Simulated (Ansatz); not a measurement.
Method: Ansatz, DFT PBE, scalar-relativistic, plane waves, PAW. Settings: cutoff 420 eV, Γ-centred meshes spaced at most about 0.3 Å⁻¹, and about 0.25 Å⁻¹ or finer for metals (2π included), Gaussian smearing. Spin is collinear in cells that carry moments; the others ran without spin or lost their moments.

These are static total energies at zero pressure.

Task: Which of these relaxed structures of Sc3Al2 is the lowest in energy?
A.
(parallel moments up to 0.2 μB)
Space group P-6m2 (No. 187). a = 3.211 Å, b = 3.211 Å, c = 24.222 Å, α = 90.00°, β = 90.00°, γ = 120.00°
| atom | site | symmetry | x | y | z |
| --- | --- | --- | --- | --- | --- |
| Sc | 2h | 3m. | 0.3333 | 0.6667 | 0.3900 |
| Sc | 1b | -6m2 | 0.0000 | 0.0000 | 0.5000 |
| Sc | 1c | -6m2 | 0.3333 | 0.6667 | 0.0000 |
| Sc | 2h | 3m. | 0.3333 | 0.6667 | 0.1946 |
| Al | 2g | 3m. | 0.0000 | 0.0000 | 0.9026 |
| Al | 2g | 3m. | 0.0000 | 0.0000 | 0.2922 |

B.
(no moments)
Space group Cmcm (No. 63). a = 15.582 Å, b = 5.473 Å, c = 4.937 Å, α = 90.00°, β = 90.00°, γ = 90.00°
| atom | site | symmetry | x | y | z |
| --- | --- | --- | --- | --- | --- |
| Sc | 4c | m2m | 0.0000 | 0.1804 | 0.7500 |
| Sc | 8g | ..m | 0.6065 | 0.1843 | 0.7500 |
| Al | 8g | ..m | 0.7005 | 0.6701 | 0.7500 |

Result: A. The other, B, lies 12 meV/atom higher. Counting all near atoms (those within 1.25 times the shortest distance at each site): A has Sc 12, Al 12; B has Sc 12, Al 12. Both come from invented guesses. The lowest form computed isn't among them: it has Sc and Al ordered on fcc sites, space group I4/mmm (No. 139), 20.6 Å³/atom and lies 219 meV/atom below the best shown.

The k mesh leaves some 4 meV/atom of noise in the energy of each metallic cell. The magnetic state reached may not be the lowest. Cells relaxed within their symmetry can be saddle points. Some structure types and database cells were kept out of the candidates from the start, so a known form may be missing.
